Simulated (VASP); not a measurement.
# SrO (Fm-3m) in VASP: a series of runs

The runs below take SrO through single point, with PBE.

Program: VASP 6.6.1. These are calculated values, not measurements. Logs are shortened: lines on timing, memory, paths and dates and some standing lists are left out, and cuts for length are marked.

**1. Starting point**

It takes space group Fm-3m (No. 225, cubic). The conventional cell has a = 5.133 Å, b = 5.133 Å, c = 5.133 Å, α = 90.00°, β = 90.00°, γ = 90.00°. Sr (site symmetry m-3m) has 6 O at 2.57 Å as nearest neighbours. O (site symmetry m-3m) is surrounded by 6 Sr at 2.57 Å.

**2. Single point, PBE**

Contents of INCAR:

```
SYSTEM = SrO
  PREC = Accurate
  ENCUT = 600
  EDIFF = 1E-7
  ISMEAR = 0
  SIGMA = 0.05
  LREAL = .FALSE.
  LASPH = .TRUE.
  NELM = 100
  ALGO = Normal
  ISIF = 2
  LWAVE = .FALSE.
  LCHARG = .FALSE.
  GGA = PE
  ADDGRID = .FALSE.
```

Contents of KPOINTS:

```
Automatic mesh
0
G
  9 9 9
  0 0 0
```

Contents of POSCAR:

```
SrO
1.0
    0.0000000000      2.5663000000      2.5663000000
    2.5663000000      0.0000000000      2.5663000000
    2.5663000000      2.5663000000      0.0000000000
Sr O
1 1
Direct
    0.5000000000      0.5000000000      0.5000000000
    0.0000000000      0.0000000000      0.0000000000
```

Potentials or basis: VASP PAW PBE potentials, release 64 (Sr_sv, O_h).

Run with:

```sh
cat potpaw_PBE.64/Sr_sv/POTCAR potpaw_PBE.64/O_h/POTCAR > POTCAR
mpirun -np 1 vasp_std > vasp.out
```

OUTCAR:

```text
SYSTEM = SrO
   PREC = Accurate
   ENCUT = 600
   EDIFF = 1E-7
   ISMEAR = 0
   LREAL = .FALSE.
   LASPH = .TRUE.
   NELM = 100
   ISIF = 2
   GGA = PE

 Found     35 irreducible k-points:

 Following reciprocal coordinates:
            Coordinates               Weight
  0.000000  0.000000  0.000000      1.000000
  0.111111  0.000000  0.000000      8.000000
  0.222222  0.000000  0.000000      8.000000
  0.333333  0.000000  0.000000      8.000000
  0.444444  0.000000  0.000000      8.000000
  0.111111  0.111111  0.000000      6.000000
   k-points           NKPTS =     35   k-points in BZ     NKDIM =     35   number of bands    NBANDS=     12
   number of dos      NEDOS =    301   number of ions     NIONS =      2
   total plane-waves  NPLWV =  27000
   dimension x,y,z NGX =    30 NGY =   30 NGZ =   30
   dimension x,y,z NGXF=    60 NGYF=   60 NGZF=   60
   ions per type =               1   1
   NGX,Y,Z   is equivalent  to a cutoff of  13.74, 13.74, 13.74 a.u.
   NGXF,Y,Z  is equivalent  to a cutoff of  27.48, 27.48, 27.48 a.u.
 SYSTEM =  SrO
   PREC   = accura    normal or accurate (medium, high low for compatibility)
   ISTART =      0    job   : 0-new  1-cont  2-samecut
   ICHARG =      2    charge: 1-file 2-atom 10-const
   ISPIN  =      1    spin polarized calculation?
   LNONCOLLINEAR =      F non collinear calculations
   LSORBIT =      F    spin-orbit coupling
   LASPH  =      T    aspherical Exc in radial PAW
   ENCUT  =  600.0 eV  44.10 Ry    6.64 a.u.   7.25  7.25  7.25*2*pi/ulx,y,z
   NELM   =    100;   NELMIN=  2; NELMDL= -5     # of ELM steps
   EDIFF  = 0.1E-06   stopping-criterion for ELM
   LREAL  =      F    real-space projection
   EDIFFG = 0.1E-05   stopping-criterion for IOM
   NSW    =      0    number of steps for IOM
   IBRION =     -1    ionic relax: 0-MD 1-quasi-New 2-CG
   NFREE  =      0    steps in history (QN), initial steepest desc. (CG)
   ISIF   =      2    stress and relaxation
   ISYM   =      2    0-nonsym 1-usesym 2-fastsym
   POTIM  = 0.5000    time-step for ionic-motion
   TEBEG  =    0.0;   TEEND  =   0.0 temperature during run
   PSTRESS=    0.0 pullay stress
   NELECT =      16.0000    total number of electrons
   NUPDOWN=      -1.0000    fix difference up-down
   EMIN   =  10.00;   EMAX   =-10.00  energy-range for DOS
   EFERMI =   0.00;   METHOD = LEGACY
   ISMEAR =     0;   SIGMA  =   0.05  broadening in eV -4-tet -1-fermi 0-gaus
   EFERMI_NEDOS =   21; number of points for ismear=-14 and -15
   IALGO  =     38    algorithm
   IMIX   =      4    mixing-type and parameters
     AMIX     =   0.40;   BMIX     =  1.00
     AMIX_MAG =   1.60;   BMIX_MAG =  1.00
  volume/ion in A,a.u.               =      16.90       114.06
  Fermi-wavevector in a.u.,A,eV,Ry     =   1.275843  2.410995 22.147245  1.627777
  Thomas-Fermi vector in A             =   2.408533
   LORBIT       =      0    0 simple, 1 ext, 2 COOP (PROOUT), +10 PAW based schemes
   GGA     = PE    functional components
   LHFCALC =     F    Hartree Fock is set to
   AEXX    =    0.0000 exact exchange contribution
   IVDW    =     0    specifies the selected vdW correction
   LEPSILON=     F    determine dielectric tensor
   LRPA    =     F    only Hartree local field effects (RPA)
 non-spin polarized calculation
 Gauss-broadening in eV      SIGMA  =   0.05
  energy-cutoff  :      600.00
  volume of cell :       33.80
 maximum number of plane-waves:      1147
 NGX is ok and might be reduce to    30
   NGX = 15   NGY = 15   NGZ = 15

 number of electron      16.0000002 magnetization

 Free energy of the ion-electron system (eV)
  ---------------------------------------------------
  ext. energy  EPLUGINS =         0.00000000
  ---------------------------------------------------
  free energy    TOTEN  =       -11.95864978 eV

  energy without entropy =      -11.95864978  energy(sigma->0) =      -11.95864978

 E-fermi :   2.1464     XC(G=0): -10.0572

 val. band max:        1.9295594496   @ k =   0.0000   0.0000   0.0000
 cond. band min:       5.2445504478   @ k =   0.4444   0.4444   0.0000
 fundamental gap:      3.3149909982
 Fermi energy:         2.1464062965

 k-point     1 :       0.0000    0.0000    0.0000
  band No.  band energies     occupation
      1     -30.4409      2.00000
      2     -13.3099      2.00000
      3     -12.0733      2.00000
      4     -12.0733      2.00000
      5     -12.0733      2.00000
      6       1.9296      2.00000
      7       1.9296      2.00000
      8       1.9296      2.00000
      9       5.9170      0.00000
     10       8.1482      0.00000
     11       8.1482      0.00000
     12       8.1482      0.00000

 k-point     2 :       0.1111    0.0000    0.0000
  band No.  band energies     occupation
      1     -30.4246      2.00000
      2     -13.5869      2.00000
      3     -12.0831      2.00000
      4     -12.0831      2.00000
      5     -11.8371      2.00000
      6       1.5511      2.00000
      7       1.7717      2.00000
      8       1.7717      2.00000
      9       6.4870      0.00000
     10       8.0222      0.00000
     11       8.3927      0.00000
     12       8.3927      0.00000

 k-point     3 :       0.2222    0.0000    0.0000
  band No.  band energies     occupation
      1     -30.3829      2.00000
      2     -14.0799      2.00000
      3     -12.1078      2.00000
      4     -12.1078      2.00000
      5     -11.4481      2.00000
      6       0.8308      2.00000
      7       1.3994      2.00000
      8       1.3994      2.00000
      9       7.7597      0.00000
     10       7.9671      0.00000
     11       9.0727      0.00000
     12       9.0727      0.00000

 k-point     4 :       0.3333    0.0000    0.0000
  band No.  band energies     occupation
      1     -30.3349      2.00000
      2     -14.5042      2.00000
      3     -12.1354      2.00000
      4     -12.1354      2.00000
      5     -11.1424      2.00000
      6       0.1661      2.00000
      7       1.0276      2.00000
      8       1.0276      2.00000
      9       8.1461      0.00000
     10       9.2405      0.00000
     11       9.9905      0.00000
     12       9.9905      0.00000

 k-point     5 :       0.4444    0.0000    0.0000
  band No.  band energies     occupation
      1     -30.3031      2.00000
      2     -14.7427      2.00000
      3     -12.1532      2.00000
      4     -12.1532      2.00000
      5     -10.9813      2.00000
      6      -0.2112      2.00000
      7       0.7989      2.00000
      8       0.7989      2.00000
      9       8.4582      0.00000
     10      10.2654      0.00000
     11      10.7034      0.00000
     12      10.7034      0.00000

 k-point     6 :       0.1111    0.1111    0.0000
  band No.  band energies     occupation
      1     -30.4192      2.00000
      2     -13.6239      2.00000
      3     -12.1177      2.00000
      4     -12.1177      2.00000
      5     -11.7653      2.00000
      6       1.2696      2.00000
      7       1.8664      2.00000
      8       1.8664      2.00000
      9       6.5578      0.00000
     10       7.5860      0.00000
     11       8.6765      0.00000
     12       8.6765      0.00000

 [... further k-points ...]
[... 5 lines left out ...]
  --------------------------------------------------------------------------------------
  -------------------------------------------------------------------------------------
  Total       -2.6650761     -2.6650761     -2.6650761     -0.0000000      0.0000000      0.0000000
  in kB     -126.3187803   -126.3187803   -126.3187803     -0.0000000      0.0000000      0.0000000
  external PRESSURE =    -126.3187803 kB  Pullay stress =       0.0000000 kB

 VOLUME and BASIS-vectors are now :
 -----------------------------------------------------------------------------
  energy-cutoff  :      600.00
  volume of cell :       33.80
      direct lattice vectors                 reciprocal lattice vectors
     0.000000000  2.566300000  2.566300000    -0.194833028  0.194833028  0.194833028
     2.566300000  0.000000000  2.566300000     0.194833028 -0.194833028  0.194833028
     2.566300000  2.566300000  0.000000000     0.194833028  0.194833028 -0.194833028

 POSITION                                       TOTAL-FORCE (eV/Angst)
 -----------------------------------------------------------------------------------
      2.56630      2.56630      2.56630         0.000000     -0.000000      0.000000
      0.00000      0.00000      0.00000        -0.000000      0.000000     -0.000000
 -----------------------------------------------------------------------------------
    total drift:                               -0.000000      0.000000      0.000000

  FREE ENERGIE OF THE ION-ELECTRON SYSTEM (eV)
  ---------------------------------------------------
  free  energy   TOTEN  =       -11.9586497810 eV

  energy  without entropy=      -11.9586497810  energy(sigma->0) =      -11.95864978
```

It took 34 s on 1 thread of Intel Xeon Platinum 8375C at 2.90GHz (Ice Lake), shared host; peak memory 0.17 GiB.

The run converged, but a check on its numbers failed (symmetry, net force, bounds or a known fault of this set-up), so they aren't taken as properties of the crystal.

Caveat: the cutoff lies under the usual one of these potentials, so the numbers hold a large basis-set error; an odd mesh through Γ misses points on the zone boundary, where band edges often lie.

**3. Single point, PBE**

Edit INCAR of step 2 so:

```diff
@@ -2,3 +2,3 @@
   PREC = Accurate
-  ENCUT = 600
+  ENCUT = 800
   EDIFF = 1E-7
```

Contents of KPOINTS:

```
Automatic mesh
0
G
  8 8 8
  0 0 0
```

POSCAR is that of step 2.

Potentials or basis: VASP PAW PBE potentials, release 64 (Sr_sv, O_h).

Run with:

```sh
cat potpaw_PBE.64/Sr_sv/POTCAR potpaw_PBE.64/O_h/POTCAR > POTCAR
mpirun -np 1 vasp_std > vasp.out
```

It took 56 s on 1 thread of Intel Xeon Platinum 8375C at 2.90GHz (Ice Lake), shared host; peak memory 0.21 GiB.

These settings aren't checked as converged: the numbers below hold their error.

What came out:

```yaml
Free_energy: -12.0412 eV
Band_gap_on_the_k_mesh: 3.27 eV, indirect (least direct gap 3.35 eV)
```

Caveat: the cutoff is under 1.25 times the usual one of these potentials, so pressure, stress and relaxed cells hold a basis-set (Pulay) error.

**4. Single point, PBE**

Edit INCAR of step 3 so:

```diff
@@ -5,3 +5,3 @@
   ISMEAR = 0
-  SIGMA = 0.05
+  SIGMA = 0.5
   LREAL = .FALSE.
```

KPOINTS is that of step 3.

POSCAR is that of step 3.

Potentials or basis: VASP PAW PBE potentials, release 64 (Sr_sv, O_h).

Run with:

```sh
cat potpaw_PBE.64/Sr_sv/POTCAR potpaw_PBE.64/O_h/POTCAR > POTCAR
mpirun -np 1 vasp_std > vasp.out
```

OUTCAR:

```text
SYSTEM = SrO
   PREC = Accurate
   ENCUT = 800
   EDIFF = 1E-7
   ISMEAR = 0
   LREAL = .FALSE.
   LASPH = .TRUE.
   NELM = 100
   ISIF = 2
   GGA = PE

 Found     29 irreducible k-points:

 Following reciprocal coordinates:
            Coordinates               Weight
  0.000000  0.000000  0.000000      1.000000
  0.125000  0.000000  0.000000      8.000000
  0.250000  0.000000  0.000000      8.000000
  0.375000  0.000000  0.000000      8.000000
  0.500000  0.000000  0.000000      4.000000
  0.125000  0.125000  0.000000      6.000000
   k-points           NKPTS =     29   k-points in BZ     NKDIM =     29   number of bands    NBANDS=     12
   number of dos      NEDOS =    301   number of ions     NIONS =      2
   total plane-waves  NPLWV =  46656
   dimension x,y,z NGX =    36 NGY =   36 NGZ =   36
   dimension x,y,z NGXF=    72 NGYF=   72 NGZF=   72
   ions per type =               1   1
   NGX,Y,Z   is equivalent  to a cutoff of  16.49, 16.49, 16.49 a.u.
   NGXF,Y,Z  is equivalent  to a cutoff of  32.98, 32.98, 32.98 a.u.
 SYSTEM =  SrO
   PREC   = accura    normal or accurate (medium, high low for compatibility)
   ISTART =      0    job   : 0-new  1-cont  2-samecut
   ICHARG =      2    charge: 1-file 2-atom 10-const
   ISPIN  =      1    spin polarized calculation?
   LNONCOLLINEAR =      F non collinear calculations
   LSORBIT =      F    spin-orbit coupling
   LASPH  =      T    aspherical Exc in radial PAW
   ENCUT  =  800.0 eV  58.80 Ry    7.67 a.u.   8.37  8.37  8.37*2*pi/ulx,y,z
   NELM   =    100;   NELMIN=  2; NELMDL= -5     # of ELM steps
   EDIFF  = 0.1E-06   stopping-criterion for ELM
   LREAL  =      F    real-space projection
   EDIFFG = 0.1E-05   stopping-criterion for IOM
   NSW    =      0    number of steps for IOM
   IBRION =     -1    ionic relax: 0-MD 1-quasi-New 2-CG
   NFREE  =      0    steps in history (QN), initial steepest desc. (CG)
   ISIF   =      2    stress and relaxation
   ISYM   =      2    0-nonsym 1-usesym 2-fastsym
   POTIM  = 0.5000    time-step for ionic-motion
   TEBEG  =    0.0;   TEEND  =   0.0 temperature during run
   PSTRESS=    0.0 pullay stress
   NELECT =      16.0000    total number of electrons
   NUPDOWN=      -1.0000    fix difference up-down
   EMIN   =  10.00;   EMAX   =-10.00  energy-range for DOS
   EFERMI =   0.00;   METHOD = LEGACY
   ISMEAR =     0;   SIGMA  =   0.50  broadening in eV -4-tet -1-fermi 0-gaus
   EFERMI_NEDOS =   21; number of points for ismear=-14 and -15
   IALGO  =     38    algorithm
   IMIX   =      4    mixing-type and parameters
     AMIX     =   0.40;   BMIX     =  1.00
     AMIX_MAG =   1.60;   BMIX_MAG =  1.00
  volume/ion in A,a.u.               =      16.90       114.06
  Fermi-wavevector in a.u.,A,eV,Ry     =   1.275843  2.410995 22.147245  1.627777
  Thomas-Fermi vector in A             =   2.408533
   LORBIT       =      0    0 simple, 1 ext, 2 COOP (PROOUT), +10 PAW based schemes
   GGA     = PE    functional components
   LHFCALC =     F    Hartree Fock is set to
   AEXX    =    0.0000 exact exchange contribution
   IVDW    =     0    specifies the selected vdW correction
   LEPSILON=     F    determine dielectric tensor
   LRPA    =     F    only Hartree local field effects (RPA)
 non-spin polarized calculation
 Gauss-broadening in eV      SIGMA  =   0.50
  energy-cutoff  :      800.00
  volume of cell :       33.80
 maximum number of plane-waves:      1807
 NGX is ok and might be reduce to    36
   NGX = 17   NGY = 17   NGZ = 17

 number of electron      16.0000002 magnetization

 Free energy of the ion-electron system (eV)
  ---------------------------------------------------
  ext. energy  EPLUGINS =         0.00000000
  ---------------------------------------------------
  free energy    TOTEN  =       -12.04115452 eV

  energy without entropy =      -12.04115433  energy(sigma->0) =      -12.04115442

 E-fermi :   3.6103     XC(G=0): -10.0545

 val. band max:        1.9133005237   @ k =   0.0000   0.0000   0.0000
 cond. band min:       5.1800438189   @ k =   0.5000   0.5000   0.0000
 fundamental gap:      3.2667432952
 Fermi energy:         3.6102611890

 k-point     1 :       0.0000    0.0000    0.0000
  band No.  band energies     occupation
      1     -30.4522      2.00000
      2     -13.1872      2.00000
      3     -12.0846      2.00000
      4     -12.0846      2.00000
      5     -12.0846      2.00000
      6       1.9133      2.00000
      7       1.9133      2.00000
      8       1.9133      2.00000
      9       5.9392      0.00000
     10       8.1407      0.00000
     11       8.1407      0.00000
     12       8.1407      0.00000
[... 61 lines left out ...]
 k-point     6 :       0.1250    0.1250    0.0000
  band No.  band energies     occupation
      1     -30.4252      2.00000
      2     -13.5874      2.00000
      3     -12.1402      2.00000
      4     -12.1402      2.00000
      5     -11.6950      2.00000
      6       1.1509      2.00000
      7       1.8455      2.00000
      8       1.8455      2.00000
      9       6.7032      0.00000
     10       7.4562      0.00000
     11       8.8009      0.00000
     12       8.8009      0.00000

 [... further k-points ...]
[... 5 lines left out ...]
  --------------------------------------------------------------------------------------
  -------------------------------------------------------------------------------------
  Total        0.4765520      0.4765520      0.4765520      0.0000000      0.0000000      0.0000000
  in kB       22.5875233     22.5875233     22.5875233      0.0000000      0.0000000      0.0000000
  external PRESSURE =      22.5875233 kB  Pullay stress =       0.0000000 kB

 VOLUME and BASIS-vectors are now :
 -----------------------------------------------------------------------------
  energy-cutoff  :      800.00
  volume of cell :       33.80
      direct lattice vectors                 reciprocal lattice vectors
     0.000000000  2.566300000  2.566300000    -0.194833028  0.194833028  0.194833028
     2.566300000  0.000000000  2.566300000     0.194833028 -0.194833028  0.194833028
     2.566300000  2.566300000  0.000000000     0.194833028  0.194833028 -0.194833028

 POSITION                                       TOTAL-FORCE (eV/Angst)
 -----------------------------------------------------------------------------------
      2.56630      2.56630      2.56630        -0.000000      0.000000      0.000000
      0.00000      0.00000      0.00000         0.000000     -0.000000     -0.000000
 -----------------------------------------------------------------------------------
    total drift:                                0.000000      0.000000      0.000000

  FREE ENERGIE OF THE ION-ELECTRON SYSTEM (eV)
  ---------------------------------------------------
  free  energy   TOTEN  =       -12.0411545181 eV

  energy  without entropy=      -12.0411543255  energy(sigma->0) =      -12.04115442
```

stdout:

```text
POSCAR found type information on POSCAR SrO
 POSCAR found :  2 types and       2 ions
 scaLAPACK will be used
 LDA part: xc-table for (Slater+PW92), standard interpolation
 POSCAR, INCAR and KPOINTS ok, starting setup
 FFT: planning ... GRIDC
 FFT: planning ... GRID_SOFT
 FFT: planning ... GRID
 WAVECAR not read
 entering main loop
```

Run time: 42 s. Hardware: 1 thread of Intel Xeon Platinum 8375C at 2.90GHz (Ice Lake), shared host; peak memory 0.21 GiB.

These settings aren't checked as converged: the numbers below hold their error.

What came out:

* Free energy: -12.0412 eV
* Band gap on the k mesh: 3.27 eV, indirect (least direct gap 3.35 eV)

Caveat: the cutoff is under 1.25 times the usual one of these potentials, so pressure, stress and relaxed cells hold a basis-set (Pulay) error.
